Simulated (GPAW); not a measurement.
Set up this calculation in GPAW 26.7.0, as an ASE script.

```
Task                : relaxation of cell and atoms
Functional          : PBE
Dispersion          : D4
Potentials or basis : GPAW PAW data sets (gpaw-data 1.2.1)
Cutoff              : 800 eV
Basis               : pw
k mesh              : 13 × 13 × 13
Occupations         : fermi-dirac, width 0.05 eV
Spin                : no spin polarisation
Maxiter             : 150
Optimizer           : FIRE
Fmax                : 0.02 eV/Å
Max steps           : 40
Convergence         : density=1e-05 forces=0.0001
```

The structure of BN lies in POSCAR:

```
BN
1.0
    0.0000000000      1.8130010000      1.8130010000
    1.8130010000      0.0000000000      1.8130010000
    1.8130010000      1.8130010000      0.0000000000
N B
1 1
Direct
    0.2500000000      0.2500000000      0.2500000000
    0.0000000000      0.0000000000      0.0000000000
```

The cell is a database's computed one.

One way to write it, as run:

run.py

```python
from ase.calculators.mixing import SumCalculator
from ase.filters import FrechetCellFilter
from ase.io import read, write
from ase.optimize import FIRE
from dftd4.ase import DFTD4
from gpaw import GPAW, PW

atoms = read('POSCAR')

calc = GPAW(mode=PW(800),
            xc='PBE',
            kpts={'size': (13, 13, 13), 'gamma': True},
            occupations={'name': 'fermi-dirac', 'width': 0.05},
            nbands=11,
            convergence={'density': 1e-05, 'forces': 0.0001},
            maxiter=150,
            txt='gpaw.txt')
atoms.calc = SumCalculator([calc, DFTD4(method='pbe')])
opt = FIRE(FrechetCellFilter(atoms), trajectory='relax.traj', logfile='-')
done = opt.run(fmax=0.02, steps=40)
calc.write('gs.gpw')
write('result.traj', atoms)
print('Converged:', done)
print('Cell:', atoms.cell.cellpar().round(4))
print('Volume:', round(atoms.get_volume(), 4))
print(atoms.get_scaled_positions().round(5))
```

Potentials or basis: GPAW PAW data sets (gpaw-data 1.2.1), pw.

Command:

```console
$ OMP_NUM_THREADS=1 python run.py
```

It gave:

```yaml
Relaxed_volume: 5.84 Å³/atom
Relaxed_cell: a = 2.547 Å, b = 2.547 Å, c = 2.547 Å, α = 60.00°, β = 60.00°, γ = 60.00°
Space_group_after_relaxing_to_0.05_Å: F-43m (No. 216)
Energy_gained_by_relaxing: 1.6 meV/atom
Ionic_steps: 4
Pressure_after_relaxing: 0.4 GPa
Band_gap_on_the_k_mesh: 4.56 eV, indirect (least direct gap 8.88 eV)
Dispersion_energy_per_atom: -0.241 eV
```

Caveat: later steps reuse the first step's grids; an odd mesh through Γ misses points on the zone boundary, where band edges often lie.

Run time: 110 s on 1 thread of Arm Neoverse V2, on a shared host, peak memory 0.23 GiB.
